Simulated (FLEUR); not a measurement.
# GaN (F-43m) in FLEUR: notebook, part 2 of 2

FLEUR MaX-R8.1 (later development tree).

## Step 3: Equation of state, SCAN, 10.76 Å³/atom (volume scaled by 0.94)

Changes to inp.xml since step 2:

```diff
@@ -6,3 +6,3 @@
    <calculationSetup>
-      <cutoffs Kmax="5.05" Gmax="15.7" GmaxXC="15.7" numbands="0"/>
+      <cutoffs Kmax="5.21" Gmax="16.2" GmaxXC="16.2" numbands="0"/>
       <scfLoop itmax="60" minDistance="0.00001" maxIterBroyd="15" imix="Anderson" alpha="0.05" precondParam="0.0" spinf="2.0" sdNocoIR="T"/>
@@ -27,3 +27,3 @@
       <xi:include xmlns:xi="http://www.w3.org/2001/XInclude" href="sym.xml"> </xi:include>
-      <bulkLattice scale="1.0">
+      <bulkLattice scale="0.9795861087">
          <bravaisMatrix>
@@ -37,3 +37,3 @@
       <species name="Gallium (Ga)" element="Ga" atomicNumber="31">
-         <mtSphere radius="1.94" gridPoints="641" logIncrement="0.019"/>
+         <mtSphere radius="1.88" gridPoints="641" logIncrement="0.019"/>
          <atomicCutoffs lmax="8" lnonsphr="6"/>
@@ -54,3 +54,3 @@
       <species name="Nitrogen (N)" element="N" atomicNumber="7">
-         <mtSphere radius="1.48" gridPoints="489" logIncrement="0.021"/>
+         <mtSphere radius="1.44" gridPoints="489" logIncrement="0.021"/>
          <atomicCutoffs lmax="8" lnonsphr="6"/>
```

Potentials or basis: all-electron, FLAPW.

The run is started by

```console
$ inpgen -f crystal.txt -profile fastHighL
$ # inp.xml edited to the form shown
$ fleur_MPI
```

Wall time 65 s (1 thread of Intel Xeon Platinum 8488C (Sapphire Rapids), shared host); peak memory 0.08 GiB.

It converged, with:

| Property | Result |
| --- | --- |
| Free energy | -54404.1015 eV |
| Band gap on the k mesh | 2.51 eV, direct |
| Valence electrons inside the program's atomic spheres | Ga 18.62; N 3.50 (radii Ga 1.88, N 1.44 bohr) |

Caveat: the meta-GGA is that of a development version, with a GGA for the radial functions and cores and without core tails.

## Step 4: Equation of state, SCAN, 10.99 Å³/atom (volume scaled by 0.96)

Changes to inp.xml since step 3:

```diff
@@ -27,3 +27,3 @@
       <xi:include xmlns:xi="http://www.w3.org/2001/XInclude" href="sym.xml"> </xi:include>
-      <bulkLattice scale="0.9795861087">
+      <bulkLattice scale="0.9864848297">
          <bravaisMatrix>
```

The run is started by

```console
$ inpgen -f crystal.txt -profile fastHighL
$ # inp.xml edited to the form shown
$ fleur_MPI
```

It took 64 s on 1 thread of Intel Xeon Platinum 8488C (Sapphire Rapids), shared host; peak memory 0.09 GiB.

The run converged. Its results:

* Free energy: -54404.1278 eV
* Band gap on the k mesh: 2.37 eV, direct
* Valence electrons inside the program's atomic spheres: Ga 18.60; N 3.49 (radii Ga 1.88, N 1.44 bohr)

Caveat: the meta-GGA is that of a development version, with a GGA for the radial functions and cores and without core tails.

## Step 5: Equation of state, SCAN, 11.44 Å³/atom

Changes to inp.xml since step 4:

```diff
@@ -27,3 +27,3 @@
       <xi:include xmlns:xi="http://www.w3.org/2001/XInclude" href="sym.xml"> </xi:include>
-      <bulkLattice scale="0.9864848297">
+      <bulkLattice scale="1.0000000000">
          <bravaisMatrix>
```

The run is started by

```console
$ inpgen -f crystal.txt -profile fastHighL
$ # inp.xml edited to the form shown
$ fleur_MPI
```

Run time: 71 s. Hardware: 1 thread of Intel Xeon Platinum 8488C (Sapphire Rapids), shared host; peak memory 0.09 GiB.

It converged, with:

| Item | Value |
| --- | --- |
| Free energy | -54404.1416 eV |
| Band gap on the k mesh | 2.08 eV, direct |
| Valence electrons inside the program's atomic spheres | Ga 18.57; N 3.45 (radii Ga 1.88, N 1.44 bohr) |

Caveat: the meta-GGA is that of a development version, with a GGA for the radial functions and cores and without core tails.

## Step 6: Equation of state, SCAN, 11.90 Å³/atom (volume scaled by 1.04)

Changes to inp.xml since step 5:

```diff
@@ -27,3 +27,3 @@
       <xi:include xmlns:xi="http://www.w3.org/2001/XInclude" href="sym.xml"> </xi:include>
-      <bulkLattice scale="1.0000000000">
+      <bulkLattice scale="1.0131594038">
          <bravaisMatrix>
```

Potentials or basis: all-electron, FLAPW.

The run is started by

```console
$ inpgen -f crystal.txt -profile fastHighL
$ # inp.xml edited to the form shown
$ fleur_MPI
```

Wall time 77 s (1 thread of Intel Xeon Platinum 8488C (Sapphire Rapids), shared host); peak memory 0.09 GiB.

Results (log left out):

| Quantity | Value |
| --- | --- |
| Free energy | -54404.1118 eV |
| Band gap on the k mesh | 1.81 eV, direct |
| Valence electrons inside the program's atomic spheres | Ga 18.54; N 3.43 (radii Ga 1.88, N 1.44 bohr) |

Caveat: the meta-GGA is that of a development version, with a GGA for the radial functions and cores and without core tails.

## Step 7: Equation of state, SCAN, 12.13 Å³/atom (volume scaled by 1.06)

Changes to inp.xml since step 6:

```diff
@@ -27,3 +27,3 @@
       <xi:include xmlns:xi="http://www.w3.org/2001/XInclude" href="sym.xml"> </xi:include>
-      <bulkLattice scale="1.0131594038">
+      <bulkLattice scale="1.0196128224">
          <bravaisMatrix>
```

The run is started by

```console
$ inpgen -f crystal.txt -profile fastHighL
$ # inp.xml edited to the form shown
$ fleur_MPI
```

It took 79 s on 1 thread of Intel Xeon Platinum 8488C (Sapphire Rapids), shared host; peak memory 0.09 GiB.

The run converged. Its results:

```yaml
Free_energy: -54404.0833 eV
Band_gap_on_the_k_mesh: 1.68 eV, direct
Valence_electrons_inside_the_program's_atomic_spheres: Ga 18.53; N 3.41 (radii Ga 1.88, N 1.44 bohr)
```

Caveat: the meta-GGA is that of a development version, with a GGA for the radial functions and cores and without core tails.

## Step 8: Equation of state, SCAN

Potentials or basis: all-electron, FLAPW.

No new run: the results of the series are fitted here.

Results:

* Equilibrium volume: 11.35 Å³/atom
* Bulk modulus: 197 GPa

Energy against volume, from the lowest point:
```tsv
volume (Å³/atom)	energy (meV/atom)
10.757	20.06
10.986	6.93
11.444	0.00
11.902	14.89
12.131	29.15
```

Caveat: the meta-GGA is that of a development version, with a GGA for the radial functions and cores and without core tails.

## Step 9: Against experiment

Step 2. A measured gap of GaN is 3.299 eV (direct; 0 K; a printed reference work, textbook); the calculated 2.06 eV misses it by -1.24 eV. Spin-orbit coupling on Ga is left out. The value is that of SCAN, without temperature or zero-point motion. The cell is a database's relaxed one, not the measured one, which moves gaps too.
